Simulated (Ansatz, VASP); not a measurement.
Given: the input of a run of Ansatz 0.2.0 on Si2Mo.

File input.yaml:

```yaml
crystal:
  lattice:
    - [-1.5673377739, 1.5673377739, 3.8502632003]
    - [1.5673377739, -1.5673377739, 3.8502632003]
    - [1.5673377739, 1.5673377739, -3.8502632003]
  atoms:
    - { symbol: Mo, position: [0.0, 0.0, 0.0] }
    - { symbol: Si, position: [0.667, 0.667, 0.0] }
    - { symbol: Si, position: [0.333, 0.333, 0.0] }
hamiltonian:
  xc: pbesol
  pseudopotentials: { kind: paw }
kpoints:
  mp_grid: { grid: [12, 12, 12] }
scf:
  occupations: { method: fermi_dirac, width: 0.05 }
output:
  forces: true
  stress: true
  eigenvalues: true
```

Potentials or basis: Ansatz PAW.

Command:

```console
$ ansatz run input.yaml --threads 1 --pin off --max-ram 3584MiB --backend cpu --events-out ev --progress --plain --runs-dir out
```

Q: Set up the same calculation for VASP 6.6.1. Potentials there: VASP PAW PBE potentials, release 64 (Mo_sv, Si).

A: As run (the cutoff follows the program's own potentials):

The input INCAR:

```
SYSTEM = Si2Mo
PREC = Accurate
ENCUT = 520
EDIFF = 1E-7
ISMEAR = -1
SIGMA = 0.05
LREAL = .False.
LASPH = .True.
NELM = 80
ALGO = Normal
ISIF = 2
LWAVE = .False.
LCHARG = .False.
GGA = PS
NBANDS = 18
```

KPOINTS

```
regular mesh
0
Gamma
  12 12 12
  0 0 0
```

POSCAR

```
Si2Mo
1.0
   -1.5673377739      1.5673377739      3.8502632003
    1.5673377739     -1.5673377739      3.8502632003
    1.5673377739      1.5673377739     -3.8502632003
Mo Si
1 2
Direct
    0.0000000000      0.0000000000      0.0000000000
    0.6670000000      0.6670000000      0.0000000000
    0.3330000000      0.3330000000      0.0000000000
```

Potentials or basis: VASP PAW PBE potentials, release 64 (Mo_sv, Si).

Command:

```console
$ cat potpaw_PBE.64/Mo_sv/POTCAR potpaw_PBE.64/Si/POTCAR > POTCAR
$ mpirun -np 1 vasp_std > vasp.out
```

Both were run:

|  | VASP | Ansatz | Ansatz less VASP |
| --- | --- | --- | --- |
| gap on the k mesh at the Fermi level (eV) | none | none | - |
| pressure (GPa) | 12.7 | 12.2 | -0.47 |
| largest component of the traceless stress (GPa) | 0.52 | 0.50 | -0.020 |
| rms of the force components (eV/Å) | 0.105 | 0.108 | +0.0027 |

Atom by atom the forces differ by 0.003 eV/Å (rms over components). A gap of «none» marks a metal or a gap that the smearing closes.

Caveats: the PAW data sets were made with another functional, which shifts forces and pressure a little (VASP); the PAW data sets come from PBE, with cores solved anew for the run's functional, which leaves a small shift of forces and pressure (Ansatz).
